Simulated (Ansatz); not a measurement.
input.yaml

```yaml
crystal:
  lattice:
    - [3.9016290122, 0.0, 0.0]
    - [0.0, 4.0227228113, 0.0]
    - [0.0, 0.0, 8.0705706867]
  atoms:
    - { symbol: Ti, position: [0.0, 0.5, 0.2648736031] }
    - { symbol: Ti, position: [0.0, 0.5, 0.7351263969] }
    - { symbol: Ti, position: [0.5, 0.5, 0.0] }
    - { symbol: Al, position: [0.0, 0.0, 0.0] }
    - { symbol: Al, position: [0.0, 0.0, 0.5] }
    - { symbol: Al, position: [0.5, 0.5, 0.5] }
    - { symbol: Al, position: [0.5, 0.0, 0.2423326362] }
    - { symbol: Al, position: [0.5, 0.0, 0.7576673638] }
basis:
  ecutwfc: 500
kpoints:
  mp_grid: { grid: [10, 10, 6] }
  band_path:
    path:
      - [[0.0, 0.0, 0.0], [0.5, 0.0, 0.0], [0.5, 0.5, 0.0], [0.0, 0.5, 0.0], [0.0, 0.0, 0.0], [0.0, 0.0, 0.5], [0.5, 0.0, 0.5], [0.5, 0.5, 0.5], [0.0, 0.5, 0.5], [0.0, 0.0, 0.5]]
      - [[0.5, 0.0, 0.0], [0.5, 0.0, 0.5]]
      - [[0.0, 0.5, 0.0], [0.0, 0.5, 0.5]]
      - [[0.5, 0.5, 0.0], [0.5, 0.5, 0.5]]
    npoints: 14
hamiltonian:
  xc: r2scan
scf:
  occupations: { method: gaussian, width: 0.1 }
  n_extra_bands: 20
output:
  forces: true
  stress: true
  eigenvalues: true
  populations: true
  dos: { projected: true, de: 0.02, nscf_kmesh: { grid: [15, 15, 9] } }
  bader: true
  write_density: true
  write_potential: true
  elf: true
  volumetric_format: npy
```

Run as
```bash
ansatz run input.yaml --threads 2 --pin off --max-ram 5120MiB --backend cpu --events-out ev --progress --plain --runs-dir out
```

Theory: Ansatz, DFT r2SCAN, scalar-relativistic, plane waves, PAW.

Abridged output:

```
scf.n_extra_bands = 20 over 26 filled bands (N_el = 51.0): the run solves 46 bands
Pseudopotentials: kind: paw
Pseudopotential: Ti, paw, valence charge 12, recommended cutoff 500 eV (meta_gga)
Pseudopotential: Al, paw, valence charge 3, recommended cutoff 500 eV (meta_gga)
Functional definition: r2SCAN
Crystal: 8 atoms, lattice volume = 126.669 Å³
Basis set: ecut = 500 eV, 3201 PW (Γ), exchange–correlation on 120×120×240 points (64 copies of the dense FFT grid, shifted against one another)
Bands: 46, of which v1, the nominal top of the filled ones, is band 26 counted from 1 (25 counted from 0)
Symmetry: 8 space group operations
Space group: Pmmm (ITA 47), of the structure as read, at distance tolerance 5.0e-5 Å
k-points: 144 of 600
Initial density: superposition of atomic densities (neutral atoms: chi_scale 0, normalization atom), corrected by the library's trained network
Initial wavefunctions: pseudopotential atomic-orbital guess
Functional: x = r2scan, c = r2scan; τ floored in thin density (d = 2e-4 eV/Å³)
SCF iter   1: F=—  HF=-10218.724901 eV  |F-HF|=—  |Δ(HF+E_count)|=         —  Δρ=1.19e-2  dr2=2.44e-1  dr2_τ=6.82e-2  ethr=1.77e-3  ⟨swp⟩=6.2  Hψ=31288  notcnv=0  defer=301
SCF iter   2: F=—  HF=-10218.832725 eV  |F-HF|=—  |Δ(HF+E_count)|=   1.08e-1  Δρ=7.06e-3  dr2=9.08e-2  dr2_τ=7.90e-3  ethr=4.79e-4  ⟨swp⟩=2.0  Hψ=11910  notcnv=0  defer=1745
SCF iter   3: F=—  HF=-10218.827328 eV  |F-HF|=—  |Δ(HF+E_count)|=   5.40e-3  Δρ=3.68e-3  dr2=4.16e-2  dr2_τ=1.13e-3  ethr=1.78e-4  ⟨swp⟩=2.0  Hψ=6902  notcnv=0  defer=1745
SCF iter   4: F=—  HF=-10218.825451 eV  |F-HF|=—  |Δ(HF+E_count)|=   1.88e-3  Δρ=1.85e-3  dr2=6.95e-3  dr2_τ=1.87e-4  ethr=8.16e-5  ⟨swp⟩=1.5  Hψ=5002  notcnv=0  defer=1745
SCF iter   5: F=—  HF=-10218.824682 eV  |F-HF|=—  |Δ(HF+E_count)|=   7.69e-4  Δρ=4.49e-4  dr2=5.33e-4  dr2_τ=6.37e-6  ethr=1.36e-5  ⟨swp⟩=2.4  Hψ=6726  notcnv=0  defer=1745
SCF iter   6: F=—  HF=-10218.824594 eV  |F-HF|=—  |Δ(HF+E_count)|=   8.73e-5  Δρ=1.32e-4  dr2=5.24e-5  dr2_τ=1.19e-6  ethr=1.05e-6  ⟨swp⟩=2.1  Hψ=6501  notcnv=0  defer=1745
SCF iter   7: F=—  HF=-10218.824593 eV  |F-HF|=—  |Δ(HF+E_count)|=   1.47e-6  Δρ=2.13e-5  dr2=6.10e-7  dr2_τ=1.36e-8  ethr=1.03e-7  ⟨swp⟩=1.0  Hψ=6624  notcnv=0  defer=1745
SCF iter   8: F=-10218.824593 eV  HF=-10218.824593 eV  |F-HF|=1.17e-8  |Δ(HF+E_count)|=   3.52e-7  Δρ=5.39e-6  dr2=4.52e-8  dr2_τ=1.69e-9  ethr=1.96e-10  ⟨swp⟩=14.2  Hψ=44941  notcnv=0
SCF 1 converged in 8 iterations: F = -10218.824593 eV  dr2 = 4.52e-8
SCF converged after 8 iterations
Free energy (F): -10218.824593 eV
Harris-Foulkes:  -10218.824593 eV  (|F-HF|=1.17e-8)
Internal energy: -10218.802812 eV  (E = F + TS)
E sigma→0 (E₀):  -10218.813703 eV
Entropy (-TS):   -0.021781 eV (-2.723 meV/atom)
Fermi energy:    10.593768 eV
--- Per-component energies (eV) ---
  E_band       = -523.223389
  E_kinetic    = 939.764605
  E_local      = -3506.200432  (includes V_loc(G=0)·N_el)
  E_nonlocal   = 73.480466
  E_hartree    = 1527.550005
  E_xc         = -465.555532
  E_vxc        = -558.167867  (∫ρ·V_xc dr)
  E_paw        = -5538.313453  (= ΣΔE_a)
  E_vpaw       = -560.591015  (= ΣTr[D̂ρ^β])
  E_aug_tail   = 0.000272  (compensation charges beyond the density's cutoff)
  E_vtau       = 33.401158  (kinetic-family band-sum trace: ∫τ·v_τ [+ j·A + Jᵃ·Aᵃ] dr)
  E_ewald      = -3248.467832
  E_core_change = -1.060912  (= ΣΔE_core)
  E_smearing   = -0.021781  (= −TS)
--- Forces (eV/Å), atoms counted from 1 ---
  atom   1  Ti     0.00000000     0.00000000    -0.00045334
  atom   2  Ti     0.00000000     0.00000000     0.00045334
  atom   3  Ti     0.00000000     0.00000000     0.00000000
  atom   4  Al     0.00000000     0.00000000     0.00000000
  atom   5  Al     0.00000000     0.00000000     0.00000000
  atom   6  Al     0.00000000     0.00000000     0.00000000
  atom   7  Al     0.00000000     0.00000000    -0.00055894
  atom   8  Al     0.00000000     0.00000000     0.00055894
--- Stress (GPa, compression-positive) ---
       -0.004168       0.000000       0.000000
        0.000000      -0.001900       0.000000
        0.000000       0.000000      -0.006017
  P = ⅓ Tr σ = -0.0040 GPa (-0.040 kbar)
--- Band table (eV; the first three rows and the last of 144) ---
  k-point 0: bands = ["-48.4589", "-48.4528", "-48.2592", "-23.7837", "-23.7752", "-23.7000", "-23.6875", "-23.6578", "-23.6399", "-23.6221", "-23.3894", "-23.3418", "0.0538", "2.5900", "2.8809", "7.5557", "8.2055", "8.3992", "8.6913", "8.8040", "9.4412", "9.5363", "9.8697", "9.8858", "9.9466", "10.2121", "10.7593", "11.3505", "11.4506", "11.4962", "11.8217", "12.1933", "12.2110", "13.3174", "14.3130", "14.3392", "14.4574", "14.8066", "15.0194", "15.7286", "16.8200", "16.8519", "17.0041", "17.3746", "17.3785", "18.2086"]
  k-point 1: bands = ["-48.4588", "-48.4530", "-48.2591", "-23.7834", "-23.7755", "-23.7045", "-23.6872", "-23.6526", "-23.6402", "-23.6221", "-23.3894", "-23.3426", "0.1051", "2.0428", "3.5476", "7.1889", "8.1934", "8.3974", "8.7533", "8.7970", "9.1951", "9.8557", "9.8704", "9.9003", "9.9685", "10.2188", "10.7768", "11.3502", "11.3845", "11.4088", "11.7560", "12.2375", "12.4796", "13.3910", "13.9952", "14.2719", "14.6981", "14.7420", "15.3733", "15.8629", "16.7541", "16.9529", "17.0915", "17.3555", "17.4786", "17.7882"]
  k-point 2: bands = ["-48.4584", "-48.4534", "-48.2591", "-23.7828", "-23.7761", "-23.7114", "-23.6867", "-23.6442", "-23.6409", "-23.6221", "-23.3893", "-23.3442", "0.2340", "1.5375", "4.4290", "6.3523", "8.3000", "8.3940", "8.7834", "8.8475", "8.9569", "9.8548", "9.9009", "9.9915", "10.0139", "10.2324", "10.8176", "11.3246", "11.3898", "11.4624", "11.6327", "12.2851", "12.9228", "13.4533", "13.6054", "14.2079", "14.6283", "15.2386", "15.8495", "16.2350", "16.6837", "16.9162", "17.0244", "17.2805", "17.4906", "17.6609"]
  k-point 143: bands = ["-48.4519", "-48.4513", "-48.2629", "-23.7911", "-23.7895", "-23.7334", "-23.7231", "-23.6602", "-23.6503", "-23.6441", "-23.3680", "-23.3304", "3.9754", "4.7637", "4.7886", "4.9276", "5.0361", "6.1203", "7.3112", "7.9804", "8.0783", "8.3664", "8.5415", "8.8527", "9.4559", "9.7910", "10.2866", "12.0388", "12.0494", "12.1505", "12.4775", "12.4940", "12.5345", "12.5473", "12.8353", "13.8565", "14.0342", "14.5081", "14.7516", "15.0599", "15.1144", "16.3004", "16.9841", "18.4788", "19.0958", "19.3183"]
--- Löwdin populations: 8 sites ---
  site symbol q [e]
     0     Ti     11.4810
     1     Ti     11.4810
     2     Ti     11.4482
     3     Al      3.3723
     4     Al      3.1941
     5     Al      3.1198
     6     Al      3.2776
     7     Al      3.2776
  spilling = 0.006832 (of n_electrons = 51.000000)
--- Bader charges: 8 sites ---
  site symbol charge [e]  shift [e]
     0     Ti      0.8230     0.0002
     1     Ti      0.8230     0.0002
     2     Ti      0.7800     0.0008
     3     Al     -0.4675     0.0005
     4     Al     -0.5250     0.0007
     5     Al     -0.3303     0.0008
     6     Al     -0.5516     0.0004
     7     Al     -0.5516     0.0004
  estimated error of the sums over rays = 9.1e-4 e
```

The calculation finished and met its thresholds.

The run took 3.8 min on 2 threads of Intel(R) Xeon(R) Platinum 8259CL CPU @ 2.50GHz (Skylake/Cascade Lake), with other jobs on the host, peak memory 1.7 GiB.